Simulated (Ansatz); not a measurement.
**GeSi: the cell at several levels of theory**

How does the equilibrium cell of GeSi, h-MgO type depend on the functional? It is relaxed with PBE and r2SCAN. This is a trial cell built on a prototype, not taken from a measured structure, and it needn't be the compound's ground state.

Program: Ansatz 0.2.0. PAW datasets, plane waves, zero pressure. Simulation only: spin-unpolarised, and no claim that this is the phase found in nature.

## Step 1: Starting point

This is the cell as the run starts from it, not yet at rest; its lengths are not the crystal's.

The symmetry is P6_3/mmc (No. 194, hexagonal); a = 3.980 Å, c = 4.975 Å in the conventional setting, 17.07 Å³ an atom. Around Ge lie 5 Si at 2.30–2.49 Å; around Si lie 5 Ge at 2.30–2.49 Å.

Structure file:

```
Ge Si
1.0
     3.98030    0.00000    0.00000
    -1.99015    3.44704    0.00000
     0.00000    0.00000    4.97512
Ge Si
2 2
Direct
  0.33333 0.66667 0.25000
  0.66667 0.33333 0.75000
  0.66667 0.33333 0.25000
  0.33333 0.66667 0.75000
```

## Step 2: PBE: cell and atoms

The input, input.yaml:

```yaml
crystal:
  lattice:
    - [3.9803045614, 0.0, 0.0]
    - [-1.9901522807, 3.447044865, 0.0]
    - [0.0, 0.0, 4.9751163]
  atoms:
    - { symbol: Ge, position: [0.3333333333, 0.6666666667, 0.25] }
    - { symbol: Ge, position: [0.6666666667, 0.3333333333, 0.75] }
    - { symbol: Si, position: [0.6666666667, 0.3333333333, 0.25] }
    - { symbol: Si, position: [0.3333333333, 0.6666666667, 0.75] }
kpoints:
  mp_grid: { grid: [6, 6, 6] }
hamiltonian:
  xc: pbe
scf:
  occupations: { method: fermi_dirac, width: 0.02 }
relax:
  f_tol: 0.005
  cell: {}
output:
  write_density: true
  write_potential: true
  elf: true
  volumetric_format: npy
```

On the command line:

```
$ ansatz run input.yaml --threads 2 --pin off --max-ram 2211MiB --backend cpu --events-out ev --progress --plain --runs-dir out
```

After this run come: Relaxing with r2SCAN.

**Question.** What will these runs give? Wanted: for each run, a; c; volume; space group; SCF geometries.

**Answer**, as computed:

| level | a (Å) | c (Å) | volume (Å³/atom) | space group | SCF geometries |
| --- | --- | --- | --- | --- | --- |
| PBE | 4.235 | 5.517 | 21.420 | P6_3/mmc | 9 |
| r2SCAN | 4.181 | 5.521 | 20.897 | P6_3/mmc | 6 |

**Reading.** From the start to the first minimum the volume moved by +25.5 %. The volume runs from r2SCAN (least) to PBE (most), a spread of 2.5 %, or 0.8 % in length if all axes shared it alike. The meshes differ: PBE 6×6×6, r2SCAN 6×6×4.
